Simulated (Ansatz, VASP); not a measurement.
## Y: VASP beside Ansatz

```
Y
1.0
     3.40880    0.00000    0.00000
     0.00000    3.40880    0.00000
     0.00000    0.00000    3.40880
Y
1
Direct
  0.00000 0.00000 0.00000
```

Alike in both runs: task single point; functional BLYP; k mesh 11 × 11 × 11; occupations fermi-dirac, width 0.1 eV; no spin polarisation.

|  | VASP | Ansatz |
| --- | --- | --- |
| version | VASP 6.6.1 | Ansatz 0.2.0 |
| potentials or method | VASP PAW PBE potentials, release 64 (Y_sv) | plane waves (420 eV) with PAW, scalar-relativistic |
| plane-wave cutoff (eV) | 520 | 420 |
| valence electrons in the cell | 11 | 11 |

|  | VASP | Ansatz | Ansatz less VASP |
| --- | --- | --- | --- |
| pressure (GPa) | -1.7 | -1.7 | +0.04 |

Caveats: the PAW data sets were made with another functional, which shifts forces and pressure a little (VASP).
